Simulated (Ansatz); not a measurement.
# A defect in a wire: Ni wire of staggered 3-rings, Fe in place of one Ni

Wanted: the relaxed defect and the transmission past it, beside the channels of the perfect wire.

Main program and level: Ansatz 0.2.0; DFT PBE, plane waves, PAW; relaxation of a wire's period, in the first sound run; inputs show where later runs differ.

This is a report of a sequence of runs, with most program output left out.

### Step 1. Set-up

The cell holds 6 atoms: 6 Ni. Its edges and angles: a = 9.617 Å, b = 9.239 Å, c = 4.082 Å, α = 90.0°, β = 90.0°, γ = 90.0°. Vacuum lies along a and b. The structure's axis is c.

### Step 2. Relaxation of atoms and period

Band widths follow the bond lengths, so the wire is relaxed first. The atoms and the third cell vector are free; the box across stays fixed as vacuum. Moments are seeded so that a magnetic state can form if it lies lower. A Fermi-Dirac smearing is set since the result may be a metal. The pressure printed is a third of the stress's trace over the whole box, vacuum included; only the stress along the axis is relaxed.

File input.yaml:

```yaml
crystal:
  lattice:
    - [9.617, 0.0, 0.0]
    - [0.0, 9.239, 0.0]
    - [0.0, 0.0, 4.0819860264]
  atoms:
    - { symbol: Ni, position: [0.426759556, 0.6320203, 0.0], spin: 0.8 }
    - { symbol: Ni, position: [0.426759556, 0.368005195, 0.0], spin: 0.8 }
    - { symbol: Ni, position: [0.646416409, 0.500012748, 0.0], spin: 0.8 }
    - { symbol: Ni, position: [0.353540605, 0.500012748, 0.5], spin: 0.8 }
    - { symbol: Ni, position: [0.573197458, 0.6320203, 0.5], spin: 0.8 }
    - { symbol: Ni, position: [0.573197458, 0.368005195, 0.5], spin: 0.8 }
magnetization:
  spin_polarized: true
kpoints:
  mp_grid: { grid: [1, 1, 20] }
scf:
  occupations: { method: fermi_dirac, width: 0.05 }
hamiltonian:
  xc: pbe
relax:
  cell: { fix: [a, b, alpha, beta, gamma] }
  max_steps: 60
```

The run is started by

```bash
> ansatz run input.yaml --threads 4 --pin off --max-ram 16384MiB --backend cpu --events-out ev --progress --plain --runs-dir out
```

Elapsed: 85 s, on 4 threads of Arm Neoverse V1, shared host; peak memory 1.1 GiB; 5.5 min of CPU time.

Step by step:

| step | energy less that of the first step (eV) | largest force component (eV/Å) | pressure (GPa) | volume (Å³) |
| --- | --- | --- | --- | --- |
| 1 | 0.0000 | 1.0783 | -2.14 | 362.69 |
| 2 | -0.2283 | 0.6012 | -1.14 | 358.14 |
| 3 | -0.3024 | 0.2003 | 0.42 | 353.26 |
| 4 | -0.3079 | 0.0246 | 0.10 | 352.35 |
| 5 | -0.3091 | 0.0026 | 0.07 | 353.65 |
| 6 | -0.3092 | 0.0011 | 0.06 | 354.03 |
| 7* | -0.3082 | 0.0011 | 0.06 | 354.03 |

Relaxation steps marked * repeat the geometry before them on a plane-wave basis chosen anew for their cell, so energy and pressure can jump there.

The run keeps the 8 symmetry operations that it works with, so distortions that break them were not tested.

| cell as run | before | after | change |
| --- | --- | --- | --- |
| c (Å) | 4.082 | 3.985 | -2.4 % |

The atoms that moved most (Å, along periodic axes as changes of fractional coordinates times the final cell, across vacuum about the mean position):

| atom | dx | dy | dz | length |
| --- | --- | --- | --- | --- |
| Ni2 | 0.032 | 0.059 | 0.000 | 0.067 |
| Ni6 | -0.032 | 0.059 | 0.000 | 0.067 |
| Ni5 | -0.032 | -0.059 | 0.000 | 0.067 |
| Ni1 | 0.032 | -0.059 | 0.000 | 0.067 |
| Ni4 | 0.066 | 0.000 | 0.000 | 0.066 |
| Ni3 | -0.066 | 0.000 | 0.000 | 0.066 |

Final coordinates:

```xyz
6
Lattice="9.6170 0.0000 0.0000 0.0000 9.2390 0.0000 0.0000 0.0000 3.9846" Properties=species:S:1:pos:R:3
Ni    4.1364    5.7805    0.0000
Ni    4.1364    3.4588    0.0000
Ni    6.1508    4.6196    0.0000
Ni    3.4658    4.6196    1.9923
Ni    5.4802    5.7805    1.9923
Ni    5.4802    3.4588    1.9923
```

Numbers from this step:

```
energy at zero smearing    : -35029.5842 eV
total moment               : 5.606 μB
absolute moment            : 5.951 μB
cell length along the wire : 3.985 Å
```

Site moment by atom:

| atom | site moment (μB) |
| --- | --- |
| Ni1 | 0.878 |
| Ni2 | 0.878 |
| Ni3 | 0.874 |
| Ni4 | 0.874 |
| Ni5 | 0.878 |
| Ni6 | 0.878 |

The cell's length comes to 3.985 Å with an absolute moment of 5.95 μB a cell.

### Step 3. The wire at its relaxed period

This step: DFT PBE, plane waves, PAW; channels and complex bands of a perfect wire (Ansatz 0.2.0).

At the relaxed period the Bloch states of the perfect wire are found at each energy: those that move forward count the open channels, and those that decay describe how a disturbance dies away inside the wire itself. An energy step of 0.035 eV is under the 0.039 eV that the program asks for its thermal average at 300 K.

File input.yaml:

```yaml
crystal:
  lattice:
    - [9.617, 0.0, 0.0]
    - [0.0, 9.239, 0.0]
    - [0.0, 0.0, 3.9845531436]
  atoms:
    - { symbol: Ni, position: [0.43011263, 0.625659183, 0.0], spin: 0.88 }
    - { symbol: Ni, position: [0.43011263, 0.374366312, 0.0], spin: 0.88 }
    - { symbol: Ni, position: [0.639574719, 0.500012748, 0.0], spin: 0.87 }
    - { symbol: Ni, position: [0.360382295, 0.500012748, 0.5], spin: 0.87 }
    - { symbol: Ni, position: [0.569844384, 0.625659183, 0.5], spin: 0.88 }
    - { symbol: Ni, position: [0.569844384, 0.374366312, 0.5], spin: 0.88 }
magnetization:
  spin_polarized: true
kpoints:
  mp_grid: { grid: [1, 1, 21] }
scf:
  occupations: { method: fermi_dirac, width: 0.05 }
hamiltonian:
  xc: pbe
output:
  transmission:
    e_range: [-1.26, 1.26]
    de: 0.035
    kmesh: [1, 1]
    reduced_basis: true
    leads: [[0, 0]]
basis:
  ecutwfc: "350 eV"
```

The job ended after 4.4 min (4 threads; peak memory 1.4 GiB).

Numbers from this step:

| Item | Value |
| --- | --- |
| energy at zero smearing | -35029.4978 eV |
| total moment | 5.611 μB |
| absolute moment | 5.967 μB |
| channels at the energy nearest the Fermi level, spin up | 3 |
| channels at the energy nearest the Fermi level, spin down | 6 |
| conductance of the lead as this run defines it | 4.282 G₀ |
| band gap | 0 eV |

Table of open channels of the lead by energy, zero at the Fermi level:

| energy (eV) | spin up | spin down |
| --- | --- | --- |
| -1.190 | 8 | 6 |
| -1.085 | 11 | 6 |
| -1.015 | 7 | 4 |
| -0.910 | 6 | 4 |
| -0.805 | 8 | 3 |
| -0.700 | 4 | 5 |
| -0.595 | 4 | 4 |
| -0.490 | 4 | 4 |
| -0.385 | 4 | 6 |
| -0.315 | 3 | 4 |
| -0.210 | 3 | 5 |
| -0.105 | 3 | 3 |
| 0.000 | 3 | 6 |
| 0.105 | 3 | 9 |
| 0.210 | 3 | 9 |
| 0.315 | 3 | 9 |
| 0.385 | 3 | 8 |
| 0.490 | 3 | 4 |
| 0.595 | 3 | 4 |
| 0.700 | 3 | 4 |
| 0.805 | 3 | 3 |
| 0.910 | 3 | 3 |
| 1.015 | 3 | 3 |
| 1.085 | 3 | 3 |
| 1.190 | 3 | 3 |

Spin up; the slowest values at each energy, most degenerate partners merged, listed up to 1.5 1/Å. The Im kz of the slowest decaying states by energy, zero at the Fermi level:

| energy (eV) | decay 1 (Å⁻¹) | decay 2 (Å⁻¹) | decay 3 (Å⁻¹) | decay 4 (Å⁻¹) |
| --- | --- | --- | --- | --- |
| -1.26 | 0.0969 | 0.104 | 0.160 | 0.253 |
| -1.16 | 0.0813 | 0.229 | 0.787 | 0.802 |
| -1.05 | 0.0340 | 0.0358 | 0.0941 | 0.102 |
| -0.94 | 0.0515 | 0.178 | 0.322 | 0.332 |
| -0.84 | 0.226 | 0.539 | 0.544 | 0.546 |
| -0.77 | 0.132 | 0.145 | 0.287 | 0.625 |
| -0.67 | 0.280 | 0.286 | 0.350 | 0.710 |
| -0.56 | 0.369 | 0.373 | 0.396 | 0.776 |
| -0.46 | 0.434 | 0.440 | 0.443 | 0.830 |
| -0.35 | 0.465 | 0.501 | 0.503 | 0.876 |
| -0.24 | 0.156 | 0.492 | 0.556 | 0.556 |
| -0.14 | 0.237 | 0.515 | 0.605 | 0.607 |
| -0.04 | 0.294 | 0.535 | 0.652 | 0.656 |
| 0.00 | 0.310 | 0.541 | 0.667 | 0.672 |
| 0.04 | 0.325 | 0.547 | 0.683 | 0.688 |
| 0.14 | 0.365 | 0.564 | 0.729 | 0.737 |
| 0.24 | 0.398 | 0.579 | 0.779 | 0.788 |
| 0.35 | 0.428 | 0.593 | 0.746 | 0.834 |
| 0.46 | 0.454 | 0.607 | 0.681 | 0.834 |
| 0.56 | 0.477 | 0.621 | 0.623 | 0.746 |
| 0.67 | 0.497 | 0.566 | 0.652 | 0.672 |
| 0.77 | 0.513 | 0.516 | 0.534 | 0.611 |
| 0.84 | 0.474 | 0.489 | 0.527 | 0.574 |
| 0.94 | 0.418 | 0.439 | 0.524 | 0.543 |
| 1.05 | 0.366 | 0.391 | 0.476 | 0.557 |
| 1.16 | 0.314 | 0.341 | 0.430 | 0.570 |
| 1.26 | 0.256 | 0.286 | 0.382 | 0.582 |

Spin down; the slowest values at each energy, most degenerate partners merged, listed up to 1.5 1/Å. Im kz of the slowest decaying states against energy, zero at the Fermi level:

| energy (eV) | decay 1 (Å⁻¹) | decay 2 (Å⁻¹) | decay 3 (Å⁻¹) | decay 4 (Å⁻¹) |
| --- | --- | --- | --- | --- |
| -1.190 | 0.217 | 0.218 | 0.282 | 0.381 |
| -1.085 | 0.217 | 0.220 | 0.288 | 0.309 |
| -1.015 | 0.208 | 0.212 | 0.268 | 0.268 |
| -0.910 | 0.173 | 0.180 | 0.285 | 0.285 |
| -0.805 | 0.0362 | 0.0502 | 0.0848 | 0.281 |
| -0.700 | 0.0372 | 0.264 | 0.265 | 0.268 |
| -0.595 | 0.142 | 0.145 | 0.223 | 0.224 |
| -0.490 | 0.137 | 0.139 | 0.176 | 0.178 |
| -0.385 | 0.0349 | 0.0528 | 0.168 | 0.185 |
| -0.315 | 0.0962 | 0.175 | 0.182 | 0.184 |
| -0.210 | 0.149 | 0.162 | 0.165 | 0.252 |
| -0.105 | 0.115 | 0.120 | 0.174 | 0.177 |
| 0.000 | 0.0543 | 0.160 | 0.323 | 0.624 |
| 0.105 | 0.369 | 0.678 | 0.685 | 0.718 |
| 0.210 | 0.405 | 0.723 | 0.729 | 0.767 |
| 0.315 | 0.435 | 0.762 | 0.767 | 0.810 |
| 0.385 | 0.339 | 0.453 | 0.785 | 0.790 |
| 0.490 | 0.190 | 0.200 | 0.475 | 0.581 |
| 0.595 | 0.284 | 0.292 | 0.495 | 0.739 |
| 0.700 | 0.353 | 0.361 | 0.512 | 0.862 |
| 0.805 | 0.154 | 0.411 | 0.420 | 0.528 |
| 0.910 | 0.231 | 0.461 | 0.472 | 0.543 |
| 1.015 | 0.284 | 0.507 | 0.523 | 0.558 |
| 1.085 | 0.313 | 0.536 | 0.557 | 0.571 |
| 1.190 | 0.351 | 0.544 | 0.579 | 0.611 |

By hand: the program gives 3.7340 × 10^14 S/m² over the cell's cross-section of 88.85 Å² = 8.885 × 10^-19 m², so one cell conducts 3.318 × 10^-4 S. Divided by G0 = 2e²/h = 7.748 × 10^-5 S this is 4.28 G0, a resistance of 3.01 kΩ.

At the computed energy nearest the Fermi level there are 3 spin-up and 6 spin-down channels, and the thermal average gives 4.28 G₀.

### Step 4. Relaxing the junction

This step: DFT PBE, plane waves, PAW; relaxation of a junction in a wire, ends held (Ansatz 0.2.0).

System of this step: Ni wire of staggered 3-rings, Fe in place of one Ni. The cell holds 42 atoms: 41 Ni and 1 Fe. Its edges and angles: a = 9.617 Å, b = 9.239 Å, c = 27.892 Å, α = 90.0°, β = 90.0°, γ = 90.0°. Regions: held atoms, 24 atoms (24 Ni); free atoms, 18 atoms (17 Ni and 1 Fe). Vacuum lies along a and b. The structure's axis is c.

18 atoms at the defect are free to relax, while 24 stay where the perfect wire has them, so that the ends still repeat as a lead. The cutoff is set under the files' recommended one to save time.

File input.yaml:

```yaml
crystal:
  lattice:
    - [9.617, 0.0, 0.0]
    - [0.0, 9.239, 0.0]
    - [0.0, 0.0, 27.8918720049]
  atoms:
    - { symbol: Ni, position: [0.43011263, 0.625659183, 0.0], spin: 0.88 }
    - { symbol: Ni, position: [0.43011263, 0.374366312, 0.0], spin: 0.88 }
    - { symbol: Ni, position: [0.639574719, 0.500012748, 0.0], spin: 0.87 }
    - { symbol: Ni, position: [0.360382295, 0.500012748, 0.071428571], spin: 0.87 }
    - { symbol: Ni, position: [0.569844384, 0.625659183, 0.071428571], spin: 0.88 }
    - { symbol: Ni, position: [0.569844384, 0.374366312, 0.071428571], spin: 0.88 }
    - { symbol: Ni, position: [0.43011263, 0.625659183, 0.142857143], spin: 0.88 }
    - { symbol: Ni, position: [0.43011263, 0.374366312, 0.142857143], spin: 0.88 }
[... 30 atom lines left out ...]
    - { symbol: Ni, position: [0.639574719, 0.500012748, 0.857142857], spin: 0.87 }
    - { symbol: Ni, position: [0.360382295, 0.500012748, 0.928571429], spin: 0.87 }
    - { symbol: Ni, position: [0.569844384, 0.625659183, 0.928571429], spin: 0.88 }
    - { symbol: Ni, position: [0.569844384, 0.374366312, 0.928571429], spin: 0.88 }
magnetization:
  spin_polarized: true
kpoints:
  mp_grid: { grid: [1, 1, 1] }
scf:
  occupations: { method: fermi_dirac, width: 0.1 }
hamiltonian:
  xc: pbe
relax:
  constraints:
    - { sites: [0, 1, 2, 3, 4, 5, 6, 7, 8, 9, 10, 11, 30, 31, 32, 33, 34, 35, 36, 37, 38, 39, 40, 41] }
  f_tol: 0.06
  max_steps: 35
basis:
  ecutwfc: "350 eV"
```

Wall time 9.1 min (4 threads); peak memory 4.7 GiB.

Step by step:

| step | energy less that of the first step (eV) | largest force component (eV/Å) |
| --- | --- | --- |
| 1 | 0.0000 | 0.2624 |
| 2 | -0.0134 | 0.1695 |
| 3 | -0.0310 | 0.1014 |
| 4 | -0.0287 | 0.1157 |
| 5 | -0.0344 | 0.0129 |

Relaxation step 4 was tried and not accepted.

The atoms that moved most (Å):

| atom | dx | dy | dz | length |
| --- | --- | --- | --- | --- |
| Ni23 | -0.036 | 0.100 | 0.002 | 0.106 |
| Ni22 | -0.068 | 0.078 | 0.002 | 0.104 |
| Fe24 | -0.052 | 0.087 | 0.001 | 0.101 |
| Ni29 | -0.014 | 0.039 | 0.005 | 0.042 |
| Ni17 | -0.016 | 0.038 | -0.004 | 0.042 |
| Ni16 | -0.024 | 0.032 | -0.005 | 0.041 |
| Ni28 | -0.025 | 0.031 | 0.005 | 0.041 |
| Ni18 | -0.013 | 0.023 | 0.028 | 0.038 |

This step gave:

* energy at zero smearing: -243847.4999 eV
* total moment: 39.65 μB
* absolute moment: 42.52 μB

Site moment by element, in μB:

| element | atoms | mean | spread (r.m.s.) | least | largest |
| --- | --- | --- | --- | --- | --- |
| Ni | 41 | 0.85 | 0.01 | 0.83 | 0.86 |
| Fe | 1 | 3.02 | 0.00 | 3.02 | 3.02 |

The atoms farthest from the mean of their element:

| atom | x, y, z (Å) | site moment (μB) |
| --- | --- | --- |
| Ni22 | 3.40, 4.70, 13.95 | 0.83 |
| Ni23 | 5.44, 5.88, 13.95 | 0.83 |
| Ni13 | 4.14, 5.78, 7.96 | 0.86 |
| Ni31 | 4.14, 5.78, 19.92 | 0.86 |
| Ni21 | 6.17, 4.63, 11.97 | 0.84 |
| Ni27 | 6.17, 4.63, 15.93 | 0.84 |
| Ni20 | 4.11, 3.44, 11.97 | 0.84 |
| Ni12 | 5.48, 3.46, 5.98 | 0.85 |

The largest force component on a free atom ends at 0.013 eV/Å, under the limit of 0.06. Fe ends nearest to Ni at 2.33 Å, Ni at 2.34 Å, Ni at 2.38 Å, Ni at 2.38 Å, Ni at 2.38 Å and Ni at 2.38 Å; its sphere holds +3.02 μB.

(Part 1 of 2 ends here.)

[Logs are printed without paths, hosts, clocks, repeated set-up lines and the standing remarks that a program may print on its own settings, such as how far it seeks lower states.]

[Hosts, paths, dates, database ids (printed as entryN), source tags and the programs' standing remarks are cut or masked in the printed files.]
